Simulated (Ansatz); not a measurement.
**Bi2TeSe2 (Skippenite): single point with HSE06**

Bi2TeSe2 (Skippenite):

```
Bi Te Se
1.0
     2.09150    1.20753    9.71233
    -2.09150    1.20753    9.71233
     0.00000   -2.41506    9.71233
Bi Te Se
2 1 2
Direct
  0.60194 0.60194 0.60194
  0.39806 0.39806 0.39806
  0.00000 0.00000 0.00000
  0.78840 0.78840 0.78840
  0.21160 0.21160 0.21160
```

```
Program             : Ansatz 0.2.0
Task                : single point
Functional          : HSE06
Potentials or basis : Ansatz PAW
Cutoff              : 420 eV (not typed: the program's choice for these potentials)
k mesh              : 6 × 6 × 6
Occupations         : fermi-dirac, width 0.05 eV
Spin                : no spin polarisation
```

```
Pressure               : 2.9 GPa
Largest force          : 2.077 eV/Å
Band gap on the k mesh : 0.89 eV, direct
```

Forces on the atoms (eV/Å):
```
Bi   0.000  0.000 -2.077
Bi   0.000  0.000  2.077
Te   0.000  0.000  0.000
Se   0.000  0.000 -0.850
Se   0.000  0.000  0.850
```

Stress tensor (GPa, compression positive):
```
2.71 0.00 0.00
0.00 2.71 0.00
0.00 0.00 3.14
```

Levels at points of the mesh, in eV from the valence-band top:
```
              k point  band 36  band 37  band 38  band 39  band 40  band 41  band 42  band 43
   (0.00, 0.00, 0.00)    -1.82    -1.17    -1.17     0.00     0.89     1.33     1.33     2.76
  (0.00, 0.00, -0.50)    -3.03    -2.38    -1.22    -0.56     1.32     1.84     3.25     3.83
 (0.00, -0.50, -0.50)    -2.06    -1.92    -1.78    -1.04     1.75     2.29     2.47     3.60
(-0.50, -0.50, -0.50)    -1.44    -1.44    -1.29    -0.46     1.35     1.61     1.61     2.44
```

Wall time 2 min on 1 × NVIDIA H100 80GB HBM3 with 2 threads of AMD EPYC 7R13 Processor (Zen 3) (shared host), peak memory 8.6 GiB.

Caveat: spin-orbit coupling is left out, which as a rule narrows the gap of such compounds by several tenths of an eV; the PAW data sets come from PBE, with cores solved anew for the run's functional, which leaves a small shift of forces and pressure; forces of over 1 eV/Å show positions far from the minimum, so gaps and moduli don't describe the material at rest; the thresholds are loose for stress. A k mesh can miss the band edges.
